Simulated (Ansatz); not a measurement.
Cs:

```
CELL_PARAMETERS angstrom
-2.75008 2.75008 4.09724
2.75008 -2.75008 4.09724
2.75008 2.75008 -4.09724
ATOMIC_POSITIONS crystal
Cs 0.00000 0.00000 0.00000
```

This isn't the form of Cs at room conditions, which is bcc.

| Property | Result |
| --- | --- |
| Program | Ansatz 0.2.0 |
| Task | relaxation of cell and atoms |
| Functional | PBEsol |
| Potentials or basis | Ansatz PAW |
| Cutoff | 420 eV (not typed: the program's choice for these potentials) |
| k mesh | 7 × 7 × 7 |
| Occupations | fermi-dirac, width 0.05 eV |
| Spin | no spin polarisation |

At the start: volume 123.95 Å³/atom.

**Question.** How do energy, volume and symmetry change on relaxing?

**Answer.** It ends after 8 steps and the volume is 108.77 Å³/atom (-12.2 %); space group Fm-3m (No. 225, to 0.05 Å).

Step by step:
```tsv
step	energy change (eV)	largest force (eV/Å)	volume (Å³)
1	0.0000	0.0000	123.95
2	-0.0014	0.0000	122.95
3	-0.0124	0.0000	109.45
4	-0.0125	0.0000	107.91
5	-0.0125	0.0000	108.05
6	-0.0127	0.0000	108.81
7	-0.0128	0.0000	108.77
8	-0.0127	0.0000	108.77
```

Final structure:
```xyz
1
Lattice="-2.6741 2.6741 3.8025 2.6741 -2.6741 3.8025 2.6741 2.6741 -3.8025" Properties=species:S:1:pos:R:3 pbc="T T T"
Cs    0.0000    0.0000    0.0000
```

Caveat: the plane-wave basis is chosen anew once the cell has moved, so the energies of steps on either side of that aren't comparable; the PAW data sets come from PBE, with cores solved anew for the run's functional, which leaves a small shift of forces and pressure.
